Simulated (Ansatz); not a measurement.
**Ru: how the settings move a single-point run**

Question: which choices in the input matter for Ru?

Computed with Ansatz 0.2.0 (reference: DFT, LDA, PAW with Ansatz's default frozen-core files, scalar-relativistic, unless a step's input says otherwise).

## Step 1: The starting structure

Symmetry: P6_3/mmc, No. 194, hexagonal system. Conventional cell: a = 2.706 Å, b = 2.706 Å, c = 4.282 Å, α = 90.00°, β = 90.00°, γ = 120.00°. Ru (site symmetry -6m2) has 12 Ru at 2.65 to 2.71 Å in its first shell of neighbours.

Structure file:

```
CELL_PARAMETERS angstrom
2.70580 0.00000 0.00000
-1.35290 2.34329 0.00000
0.00000 0.00000 4.28190
ATOMIC_POSITIONS crystal
Ru 0.33333 0.66667 0.25000
Ru 0.66667 0.33333 0.75000
```

## Step 2: Baseline

The input, input.yaml:

```yaml
crystal:
  lattice:
    - [2.7057993342, 0.0, 0.0]
    - [-1.3528996671, 2.343290961, 0.0]
    - [0.0, 0.0, 4.2819]
  atoms:
    - { symbol: Ru, position: [0.3333333333, 0.6666666667, 0.25] }
    - { symbol: Ru, position: [0.6666666667, 0.3333333333, 0.75] }
kpoints:
  mp_grid: { grid: [14, 14, 8] }
  band_path:
    path:
      - [0.0, 0.0, 0.0]
      - [0.5, 0.0, 0.0]
      - [0.3333333333, 0.3333333333, 0.0]
      - [0.0, 0.0, 0.0]
      - [0.0, 0.0, 0.5]
      - [0.5, 0.0, 0.5]
      - [0.3333333333, 0.3333333333, 0.5]
      - [0.0, 0.0, 0.5]
      - [0.5, 0.0, 0.5]
    npoints: 5
scf:
  occupations: { method: fermi_dirac, width: 0.03 }
hamiltonian:
  xc: lda
  pseudopotentials: { kind: paw }
output:
  forces: true
  stress: true
  eigenvalues: true
  efg: { contact_densities: true }
  write_density: true
  write_potential: true
  elf: true
  volumetric_format: npy
```

The run is started by

```sh
ansatz run input.yaml --threads 1 --pin off --max-ram 2048MiB --backend cpu --events-out ev --progress --plain --runs-dir out
```

## Step 3: Changing settings: dr2_threshold 1.0e-09

input.yaml: that of step 2 with these lines changed.

```diff
@@ -24,2 +24,3 @@
   occupations: { method: fermi_dirac, width: 0.03 }
+  convergence: { dr2_threshold: 1.0e-09 }
 hamiltonian:
```

**Question.** What will these runs give? Wanted: for each run, ending; energy change; pressure; gap; force.

The runs gave:

| run | ending | energy change | pressure (GPa) | gap (eV) | force (eV/Å) | cycles | time |
| --- | --- | --- | --- | --- | --- | --- | --- |
| reference | converged | 0 | -12.3 | 0.00 | 0.00 | 6 | 5.7 s |
| 1: dr2_threshold 1.0e-09 | converged | 0.0 meV/atom | -12.3 | 0.00 | 0.00 | 7 | 6.3 s |

Residual by cycle in the longest SCF loop of each run; runs are numbered as in the table. The quantity is the density residual dr2, in eV.

```
cycle  reference    run 1
    1     0.0122   0.0122
    2    0.00319  0.00319
    3     1.1e-5   1.1e-5
    4     7.1e-7   7.1e-7
    5     2.5e-8   2.5e-8
    6     2.0e-9   2.0e-9
    7          -  5.6e-11
```

The changed convergence setting doesn't alter the result here (within 0.5 meV/atom). Cost: 7 SCF cycles against 6. The structure is not at rest: the sound run finds -12 GPa, so these are no properties of the relaxed crystal. 
